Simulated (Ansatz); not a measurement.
Be in Ansatz: the effect of functional

Be:

```
Be
1.0
     2.25441    0.00000    0.00000
    -1.12721    1.95238    0.00000
     0.00000    0.00000    3.53576
Be
2
Direct
  0.66667 0.33333 0.75000
  0.33333 0.66667 0.25000
```

The cell isn't the ideal one: volume scaled by 0.96.

Alike in all runs:

```yaml
Program: Ansatz 0.2.0
Task: single point
Potentials_or_basis: Ansatz PAW
k_mesh: 13 × 13 × 8
Occupations: fermi-dirac, width 0.05 eV
Spin: no spin polarisation
```

| functional | cutoff | pressure (GPa) |
| --- | --- | --- |
| LDA | 420 eV (not typed: the program's choice for these potentials) | ? |
| r2SCAN | 500 eV (not typed: the program's choice for these potentials) | 2.2 |
| PBE | 420 eV (not typed: the program's choice for these potentials) | 2.2 |

Question: What does the run with functional LDA give?

Answer: Pressure -3.7 GPa.

Caveats: the PAW data sets come from PBE, with cores solved anew for the run's functional, which leaves a small shift of forces and pressure (some runs).
